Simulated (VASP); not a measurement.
# C (Fd-3m) in VASP: further runs, part 2 of 2

VASP 6.6.1. Earlier steps stand in the parts before.

## Step 9: Equation of state, PBEsol, 5.33 Å³/atom (volume scaled by 0.94)

The input, INCAR:

```
PREC     = Accurate       # precision mode
ENCUT    = 520            # plane-wave cutoff, eV
EDIFF    = 1E-7           # SCF threshold, eV
ISMEAR   = -1             # smearing method
SIGMA    = 0.05           # smearing width, eV
LREAL    = False          # projectors in reciprocal space
LASPH    = True           # aspherical terms in the spheres
NELM     = 80             # most SCF steps
ALGO     = Normal         # electronic algorithm
ISIF     = 2              # what is computed and relaxed
LWAVE    = False          # write WAVECAR
LCHARG   = False          # write CHGCAR
GGA      = PS             # functional
NBANDS   = 11             # bands
```

The input, KPOINTS:

```
Automatic mesh
0
Gamma
  13 13 13
```

The input, POSCAR:

```
C
1.0
    0.0000000000      1.7469644787      1.7469644787
    1.7469644787      0.0000000000      1.7469644787
    1.7469644787      1.7469644787      0.0000000000
C
2
Direct
    0.7500000000      0.7500000000      0.7500000000
    0.5000000000      0.5000000000      0.5000000000
```

Potentials or basis: VASP PAW PBE potentials, release 64 (C).

On the command line:

```sh
$ cat potpaw_PBE.64/C/POTCAR > POTCAR
$ mpirun -np 1 vasp_std > vasp.out
```

Wall time 7.4 s (1 thread of Intel Xeon Platinum 8259CL at 2.50GHz (Skylake/Cascade Lake), shared host); peak memory 0.12 GiB.

The run converged. Its results:

| Item | Value |
| --- | --- |
| Free energy | -19.2025 eV |
| Pressure | 26.5 GPa |
| Band gap on the k mesh | 4.15 eV, indirect (least direct gap 5.71 eV) |

Caveat: the PAW data sets were made with another functional, which shifts forces and pressure a little; an odd mesh through Γ misses points on the zone boundary, where band edges often lie.

## Step 10: Equation of state, PBEsol, 5.44 Å³/atom (volume scaled by 0.96)

INCAR is that of step 9.

KPOINTS is that of step 9.

The input, POSCAR:

```
C
1.0
    0.0000000000      1.7592674508      1.7592674508
    1.7592674508      0.0000000000      1.7592674508
    1.7592674508      1.7592674508      0.0000000000
C
2
Direct
    0.7500000000      0.7500000000      0.7500000000
    0.5000000000      0.5000000000      0.5000000000
```

On the command line:

```sh
$ cat potpaw_PBE.64/C/POTCAR > POTCAR
$ mpirun -np 1 vasp_std > vasp.out
```

Run time: 8.4 s. Hardware: 1 thread of Intel Xeon Platinum 8259CL at 2.50GHz (Skylake/Cascade Lake), shared host; peak memory 0.12 GiB.

Results (log left out):

| Property | Result |
| --- | --- |
| Free energy | -19.2325 eV |
| Pressure | 15.5 GPa |
| Band gap on the k mesh | 4.10 eV, indirect (least direct gap 5.65 eV) |

Caveat: the PAW data sets were made with another functional, which shifts forces and pressure a little; an odd mesh through Γ misses points on the zone boundary, where band edges often lie.

## Step 11: Equation of state, PBEsol, 5.56 Å³/atom (volume scaled by 0.98)

INCAR is that of step 10.

KPOINTS is that of step 10.

The input, POSCAR:

```
C
1.0
    0.0000000000      1.7714007132      1.7714007132
    1.7714007132      0.0000000000      1.7714007132
    1.7714007132      1.7714007132      0.0000000000
C
2
Direct
    0.7500000000      0.7500000000      0.7500000000
    0.5000000000      0.5000000000      0.5000000000
```

On the command line:

```sh
$ cat potpaw_PBE.64/C/POTCAR > POTCAR
$ mpirun -np 1 vasp_std > vasp.out
```

It took 8.7 s on 1 thread of Intel Xeon Platinum 8259CL at 2.50GHz (Skylake/Cascade Lake), shared host; peak memory 0.12 GiB.

Results (log left out):

```yaml
Free_energy: -19.2475 eV
Pressure: 5.4 GPa
Band_gap_on_the_k_mesh: 4.06 eV, indirect (least direct gap 5.59 eV)
```

Caveat: the PAW data sets were made with another functional, which shifts forces and pressure a little; an odd mesh through Γ misses points on the zone boundary, where band edges often lie.

## Step 12: Equation of state, PBEsol, 5.79 Å³/atom (volume scaled by 1.02)

INCAR is that of step 11.

KPOINTS is that of step 11.

The input, POSCAR:

```
C
1.0
    0.0000000000      1.7951807415      1.7951807415
    1.7951807415      0.0000000000      1.7951807415
    1.7951807415      1.7951807415      0.0000000000
C
2
Direct
    0.7500000000      0.7500000000      0.7500000000
    0.5000000000      0.5000000000      0.5000000000
```

Potentials or basis: VASP PAW PBE potentials, release 64 (C).

On the command line:

```sh
$ cat potpaw_PBE.64/C/POTCAR > POTCAR
$ mpirun -np 1 vasp_std > vasp.out
```

Run time: 8.5 s. Hardware: 1 thread of Intel Xeon Platinum 8259CL at 2.50GHz (Skylake/Cascade Lake), shared host; peak memory 0.12 GiB.

The run converged. Its results:

* Free energy: -19.2379 eV
* Pressure: -12.1 GPa
* Band gap on the k mesh: 3.97 eV, indirect (least direct gap 5.48 eV)

Caveat: the PAW data sets were made with another functional, which shifts forces and pressure a little; an odd mesh through Γ misses points on the zone boundary, where band edges often lie.

## Step 13: Equation of state, PBEsol, 5.90 Å³/atom (volume scaled by 1.04)

INCAR is that of step 12.

KPOINTS is that of step 12.

The input, POSCAR:

```
C
1.0
    0.0000000000      1.8068380860      1.8068380860
    1.8068380860      0.0000000000      1.8068380860
    1.8068380860      1.8068380860      0.0000000000
C
2
Direct
    0.7500000000      0.7500000000      0.7500000000
    0.5000000000      0.5000000000      0.5000000000
```

On the command line:

```sh
$ cat potpaw_PBE.64/C/POTCAR > POTCAR
$ mpirun -np 1 vasp_std > vasp.out
```

Run time: 8.7 s. Hardware: 1 thread of Intel Xeon Platinum 8259CL at 2.50GHz (Skylake/Cascade Lake), shared host; peak memory 0.12 GiB.

The run converged. Its results:

```
Free energy            : -19.2156 eV
Pressure               : -19.7 GPa
Band gap on the k mesh : 3.93 eV, indirect (least direct gap 5.43 eV)
```

Caveat: the PAW data sets were made with another functional, which shifts forces and pressure a little; an odd mesh through Γ misses points on the zone boundary, where band edges often lie.

## Step 14: Equation of state, PBEsol, 6.01 Å³/atom (volume scaled by 1.06)

INCAR is that of step 13.

KPOINTS is that of step 13.

The input, POSCAR:

```
C
1.0
    0.0000000000      1.8183469191      1.8183469191
    1.8183469191      0.0000000000      1.8183469191
    1.8183469191      1.8183469191      0.0000000000
C
2
Direct
    0.7500000000      0.7500000000      0.7500000000
    0.5000000000      0.5000000000      0.5000000000
```

On the command line:

```sh
$ cat potpaw_PBE.64/C/POTCAR > POTCAR
$ mpirun -np 1 vasp_std > vasp.out
```

Wall time 8.8 s (1 thread of Intel Xeon Platinum 8259CL at 2.50GHz (Skylake/Cascade Lake), shared host); peak memory 0.12 GiB.

It converged, with:

```yaml
Free_energy: -19.1830 eV
Pressure: -26.6 GPa
Band_gap_on_the_k_mesh: 3.89 eV, indirect (least direct gap 5.38 eV)
```

Caveat: the PAW data sets were made with another functional, which shifts forces and pressure a little; an odd mesh through Γ misses points on the zone boundary, where band edges often lie.

## Step 15: Equation of state, PBEsol

Potentials or basis: VASP PAW PBE potentials, release 64 (C).

No new run: the results of the series are fitted here.

Results:

| Item | Value |
| --- | --- |
| Equilibrium volume | 5.63 Å³/atom |
| Bulk modulus | 450 GPa |
| Pressure derivative of the bulk modulus | 3.6 |

Energy against volume, from the lowest point:
```csv
volume (Å³/atom),energy (meV/atom)
5.332,23.17
5.445,8.20
5.558,0.69
5.672,0.00
5.785,5.50
5.899,16.65
6.012,32.94
```

Caveat: the PAW data sets were made with another functional, which shifts forces and pressure a little.

## Step 16: How close it comes

Step 8. Against the measured bulk modulus of C, 442 GPa (quoted in “Equation of state of cubic boron nitride at high pressures and temperatures”, 2007, arxiv:cond-mat/0702656), the calculated 434 GPa is off by -1.8 %. 3 values of this kind are on record (442 to 444.8 GPa); this one was drawn at random among those near their median, those with a stated uncertainty first. The fit is for a static lattice scaled at fixed shape and fixed fractional positions. The cell as given is a measured one (5.67 Å³/atom); PBE puts the equilibrium volume +0.6 % from it, thermal expansion not counted.

Step 15. Against the measured bulk modulus of C, 442 GPa (quoted in “Equation of state of cubic boron nitride at high pressures and temperatures”, 2007, arxiv:cond-mat/0702656), the calculated 450 GPa is off by +1.9 %. 3 values of this kind are on record (442 to 444.8 GPa); this one was drawn at random among those near their median, those with a stated uncertainty first. The fit is for a static lattice scaled at fixed shape and fixed fractional positions. The cell as given is a measured one (5.67 Å³/atom); PBEsol puts the equilibrium volume -0.8 % from it, thermal expansion not counted.
